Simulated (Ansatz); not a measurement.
# CdS: the order of phases at one pressure

Aim: bring CdS in several structures (rocksalt, CsCl, zincblende, wurtzite, NiAs) to one pressure and rank them by enthalpy. The pressure is set by scaling the first phase. The runs shown use LAPW. Companion runs by PAW are cited.

Program: Ansatz 0.2.0. Level of theory: DFT, PBE, all-electron LAPW, scalar-relativistic. These are calculated values, not measurements.

## Step 1: Starting point

The structure is cubic, space group Fm-3m (No. 225). Conventional cell: a = 5.363 Å, b = 5.363 Å, c = 5.363 Å, α = 90.00°, β = 90.00°, γ = 90.00°. Around Cd (site symmetry m-3m) lie 6 S at 2.68 Å. Around S (site symmetry m-3m) lie 6 Cd at 2.68 Å.

Coordinates:

```cif
data_structure
_symmetry_space_group_name_H-M 'Fm-3m'
_symmetry_Int_Tables_number 225
_cell_length_a 5.3634
_cell_length_b 5.3634
_cell_length_c 5.3634
_cell_angle_alpha 90.000
_cell_angle_beta 90.000
_cell_angle_gamma 90.000
_cell_volume 154.29
loop_
_atom_site_label
_atom_site_type_symbol
_atom_site_symmetry_multiplicity
_atom_site_Wyckoff_symbol
_atom_site_fract_x
_atom_site_fract_y
_atom_site_fract_z
_atom_site_occupancy
Cd1 Cd 4 a 0.00000 0.00000 0.00000 1
S1 S 4 b 0.50000 0.00000 0.00000 1
```

The file gives the conventional cell by its symmetry; the runs use the cell typed in the input.

Atoms are numbered in the order of the input: Cd1, S2.

## Step 2: Rocksalt relaxed under pressure, LAPW

input.yaml reads:

```yaml
crystal:
  lattice:
    - [0.0, 2.6817156961, 2.6817156961]
    - [2.6817156961, 0.0, 2.6817156961]
    - [2.6817156961, 2.6817156961, 0.0]
  atoms:
    - { symbol: Cd, position: [0.0, 0.0, 0.0] }
    - { symbol: S, position: [0.5, 0.5, 0.5] }
kpoints:
  mp_grid: { grid: [13, 13, 13] }
scf:
  occupations: { method: fermi_dirac, width: 0.08 }
hamiltonian:
  xc: pbe
  pseudopotentials: { kind: all_electron, lapw: { basis_error: 0.0005 } }
output:
  forces: true
  stress: true
  eigenvalues: true
relax:
  f_tol: 0.005
  max_steps: 12
  cell: { p_target: 6.2, stress_tol: 0.03 }
```

Command:

```console
$ ansatz run input.yaml --threads 1 --pin off --max-ram 3584MiB --backend cpu --events-out ev --progress --plain --runs-dir out
```

After this run come: CsCl relaxed under pressure, LAPW; Zincblende relaxed under pressure, LAPW; Wurtzite at the cell that PAW relaxed, LAPW; NiAs at the cell that PAW relaxed, LAPW.

**Question.** What will these runs give? Wanted: pressure; lowest (for each run or level that gives them).

The runs gave:

| quantity | value |
| --- | --- |
| pressure | 6.2 GPa |
| lowest (LAPW) | rocksalt, 51.3 meV/atom under wurtzite |
| lowest (PAW) | rocksalt, 50.2 meV/atom under wurtzite |

In words: By LAPW the order is rocksalt < wurtzite ≈ zincblende < NiAs < CsCl. By PAW the order is rocksalt < wurtzite ≈ zincblende < NiAs < CsCl. The methods agree on the lowest phase. Only these structures were tried, with electrons smeared by 0.08 eV and without vibrations, so the true ground state may be another. The k meshes differ between phases and weren't tested, which can move differences by some meV.
